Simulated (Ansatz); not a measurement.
Reactions of `CC(C)OC(C)(C)C`.

Computed with Ansatz on PBE0-D4/def2-TZVP structures; ΔE is electronic, products minus reactants. CCSD(T)/CBS adds triple-zeta CCSD(T) − MP2 to the extrapolated MP2 energy (def2 sets, frozen cores). This one scheme is used for every species, atoms too. Functionals use def2-TZVPP. B3LYP here is the variant with VWN-RPA as its local correlation; programs differ in this. Open shells (•) are unrestricted, without spin–orbit coupling. Spin–orbit coupling would lower the free atoms: a little for C, O. One conformer a species, not always the lowest.

| reaction | B3LYP-D4 (eV) | HF/CBS(def2) (eV) | CCSD(T)/CBS(def2) (eV) |
| --- | --- | --- | --- |
| `CC(C)OC(C)(C)C` → tert-butanol + propene | 0.66 | 0.36 | 0.71 |
| `CC(C)OC(C)(C)C` + `[NH2][AlH2]` → `CC(C)[NH][AlH2]` + tert-butanol | -0.03 | -0.08 | -0.05 |
| `CC(C)OC(C)(C)C` → 7 C• + 16 H• + O• | 99.02 | 74.30 | 99.02 |
| `CC(C)OC(C)(C)C` + `OB(O)Cl` → `CC(C)OB(O)Cl` + tert-butanol | -0.05 | -0.13 | -0.04 |
| `CC(C)OC(C)(C)C` → `C[C](C)C`• + `CC(C)[O]`• | 3.47 | 2.06 | 3.98 |

Largest T1 diagnostic: 0.017, for `CC(C)[O]`•.
